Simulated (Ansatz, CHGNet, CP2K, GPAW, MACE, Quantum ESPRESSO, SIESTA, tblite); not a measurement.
# Twisted 2H-MoTe2/1T-TiSe2 bilayer, 21.79° (42 atoms): atom by atom

The starting structure: 2H-MoTe2 (a = 3.52 Å) under 1T-TiSe2 (a = 3.54 Å), bilayer, commensurate cell of 7 unit cells a layer, twist 21.79 deg, both strained to the mean lattice constant; facing planes 3.34 Å apart; 16 Å of vacuum; layers as built, displaced by a Gaussian of 0.01 Å. Then every atom was moved at random, 0.03 Å r.m.s. a Cartesian component.

This is the built cell with every atom moved at random. Method: Kohn-Sham DFT, PBE, PAW, plane waves (Ansatz 0.2.0); cutoff 420 eV, Γ point, fermi-dirac smearing of 0.05 eV.

Cell vectors (Å):

```
9.339 0.000 0.000
-4.670 8.088 0.000
0.000 0.000 26.040
```

Positions (Å):

```
1 Mo 0.655 1.954 9.754
2 Te 2.006 0.356 11.634
3 Te 2.016 0.358 8.014
4 Mo 0.017 5.326 9.753
5 Te 1.362 3.841 11.582
6 Te 1.320 3.844 7.963
7 Mo 4.027 0.801 9.787
8 Te 0.648 7.299 11.579
9 Te 0.661 7.345 7.984
10 Mo 3.385 4.245 9.816
11 Te 4.658 2.699 11.598
12 Te 4.629 2.761 8.063
13 Mo 2.642 7.736 9.756
14 Te 3.971 6.139 11.633
15 Te 4.036 6.171 8.007
16 Mo 6.626 3.024 9.806
17 Te 8.005 1.549 11.623
18 Te 8.028 1.565 7.993
19 Mo -3.360 6.516 9.788
20 Te -1.966 4.988 11.581
21 Te -2.007 5.014 8.056
22 Ti -2.033 5.762 16.479
23 Se -0.638 7.340 17.983
24 Se -0.002 5.413 14.959
25 Ti 4.671 8.078 16.495
26 Se 1.254 1.585 18.117
27 Se -2.657 7.686 15.007
28 Ti 0.702 3.416 16.458
29 Se 2.035 5.001 18.044
30 Se 2.681 3.082 14.922
31 Ti 1.292 6.886 16.488
32 Se 7.341 0.379 18.030
33 Se 3.333 6.557 14.926
34 Ti 3.365 1.142 16.478
35 Se 4.714 2.688 18.060
36 Se 5.361 0.766 14.903
37 Ti 4.046 4.625 16.525
38 Se 5.313 6.116 18.044
39 Se 5.978 4.238 14.994
40 Ti 6.676 2.328 16.510
41 Se -1.278 3.792 18.039
42 Se -0.672 1.972 14.947
```

**Question.** What force acts on each atom, and what charge does it carry?

Columns: atom, q, fx, fy, fz (forces in eV/Å, q the Löwdin charge in e).

```
1 -0.03 0.286 -0.586 1.020
2 0.10 -0.132 0.294 -0.714
3 0.12 -0.077 0.192 -0.381
4 -0.05 0.219 1.034 0.617
5 0.14 -0.123 -0.037 0.198
6 0.12 0.614 0.053 -0.409
7 -0.05 -0.592 -0.300 0.467
8 0.13 0.087 -0.149 -0.069
9 0.12 -0.069 -0.268 -0.414
10 -0.07 -1.155 0.236 -0.082
11 0.16 0.101 -0.151 0.720
12 0.17 0.374 -0.580 -1.519
13 -0.03 0.638 -0.455 0.875
14 0.13 0.172 0.528 -0.401
15 0.13 -0.512 0.074 -0.592
16 -0.06 0.702 0.634 0.190
17 0.13 0.021 -0.235 -0.373
18 0.13 -0.412 -0.064 -0.695
19 -0.04 0.257 0.439 1.073
20 0.12 -0.238 -0.159 0.119
21 0.14 -0.167 -0.536 -1.010
22 0.72 0.105 -0.582 0.240
23 -0.27 -0.271 0.186 0.780
24 -0.31 -0.014 0.213 -0.249
25 0.73 -0.405 -0.276 0.074
26 -0.30 0.396 0.150 -0.363
27 -0.29 -0.035 0.259 -0.223
28 0.72 0.323 -0.838 0.218
29 -0.29 -0.176 0.350 0.101
30 -0.32 -0.020 0.206 0.130
31 0.72 0.177 -0.823 -0.043
32 -0.30 0.118 0.244 0.108
33 -0.31 0.066 0.300 0.358
34 0.73 0.211 -0.266 -0.106
35 -0.28 -0.257 0.057 0.164
36 -0.32 -0.240 0.427 0.215
37 0.71 -0.500 -0.429 -0.234
38 -0.27 0.319 0.599 0.503
39 -0.28 0.290 0.230 -0.607
40 0.72 0.076 -0.607 0.143
41 -0.30 -0.316 0.665 0.194
42 -0.29 0.156 -0.032 -0.025
```

The functional has no dispersion term, which matters for the binding between molecules or layers. The main run has no spin polarisation, so moments on Ti can't form in it, and no Hubbard term. Only the Γ point is sampled, in a cell whose shortest periodic width is 8 Å, which is coarse for a cell with partly filled levels. The Löwdin charges lack the electrons that the projection spills, 0.058 e an atom on average.

The r.m.s. force component is 0.440 eV/Å; the longest force, 1.67 eV/Å, acts on Te12.

[Logs are printed without paths, hosts, clocks, repeated set-up lines and the standing remarks that a program may print on its own settings, such as how far it seeks lower states.]

[Hosts, paths, dates, database ids (printed as entryN), source tags and the programs' standing remarks are cut or masked in the printed files.]
